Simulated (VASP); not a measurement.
## TiS2: density of states with PBE

TiS2:

```
Ti S
1.0
     3.35846    0.00000    0.00000
    -1.67923    2.90851    0.00000
     0.00000    0.00000    5.52309
Ti S
1 2
Direct
  0.00000 0.00000 0.00000
  0.33333 0.66667 0.25877
  0.66667 0.33333 0.74123
```

```yaml
Program: VASP 6.6.1
Task: density of states
Functional: PBE
Potentials_or_basis: VASP PAW PBE potentials, release 64 (Ti_sv, S)
Cutoff: 520 eV
k_mesh: 12 × 12 × 7
Occupations: methfessel-paxton, width 0.1 eV
Spin: no spin polarisation
k_mesh_for_the_DOS: 18 × 18 × 11
Occupations_for_the_DOS: tetrahedron
Further_INCAR_settings: ALGO = Fast; EDIFF = 1e-06
```

| Item | Value |
| --- | --- |
| Valence electrons inside the program's atomic spheres | Ti 10.22; S 3.74 |

Levels at points of the mesh, in eV from the Fermi level:
```csv
k point,band 9,band 10,band 11,band 12,band 13,band 14,band 15,band 16
"(0.00, 0.00, 0.00)",-2.77,0.17,0.18,0.18,0.55,0.55,0.88,3.48
"(0.50, 0.00, 0.00)",-3.04,-2.89,-2.63,-1.63,0.19,1.67,2.11,3.78
```

States per cell in windows of 0.5 eV (zero at the Fermi level; states under -8 eV left out):
```tsv
from (eV)	total	Ti1_d	S2_p	S3_p	Ti1_p	Ti1_s	S2_s
-8.0	0.00	0.00	0.00	0.00	0.00	0.00	0.00
-7.5	0.00	0.00	0.00	0.00	0.00	0.00	0.00
-7.0	0.00	0.00	0.00	0.00	0.00	0.00	0.00
-6.5	0.00	0.00	0.00	0.00	0.00	0.00	0.00
-6.0	0.02	0.00	0.00	0.00	0.00	0.00	0.00
-5.5	0.57	0.05	0.09	0.09	0.00	0.03	0.00
-5.0	1.52	0.13	0.27	0.27	0.03	0.04	0.01
-4.5	1.01	0.10	0.18	0.18	0.02	0.02	0.01
-4.0	0.76	0.08	0.14	0.14	0.02	0.02	0.01
-3.5	1.34	0.21	0.25	0.25	0.03	0.02	0.01
-3.0	2.57	0.63	0.48	0.48	0.03	0.01	0.01
-2.5	1.27	0.20	0.27	0.27	0.03	0.01	0.01
-2.0	1.27	0.15	0.29	0.29	0.04	0.01	0.01
-1.5	1.05	0.12	0.25	0.25	0.03	0.00	0.00
-1.0	0.40	0.06	0.10	0.10	0.01	0.00	0.00
-0.5	0.22	0.03	0.05	0.05	0.00	0.00	0.00
0.0	0.54	0.32	0.03	0.03	0.00	0.00	0.00
0.5	1.29	0.85	0.06	0.06	0.01	0.01	0.00
1.0	0.96	0.62	0.07	0.07	0.01	0.00	0.00
1.5	2.65	2.07	0.10	0.10	0.01	0.01	0.00
2.0	0.79	0.61	0.04	0.04	0.00	0.01	0.00
2.5	0.23	0.15	0.01	0.01	0.00	0.00	0.00
3.0	1.50	0.87	0.13	0.13	0.00	0.00	0.01
3.5	0.28	0.16	0.03	0.03	0.00	0.00	0.00
4.0	0.00	0.00	0.00	0.00	0.00	0.00	0.00
4.5	0.00	0.00	0.00	0.00	0.00	0.00	0.00
5.0	0.00	0.00	0.00	0.00	0.00	0.00	0.00
5.5	0.00	0.00	0.00	0.00	0.00	0.00	0.00
6.0	0.00	0.00	0.00	0.00	0.00	0.00	0.00
6.5	0.00	0.00	0.00	0.00	0.00	0.00	0.00
```

Wall time 3.5 min on 1 thread of Intel(R) Xeon(R) 6975P-C (Granite Rapids), on a shared host, peak memory 0.4 GiB.
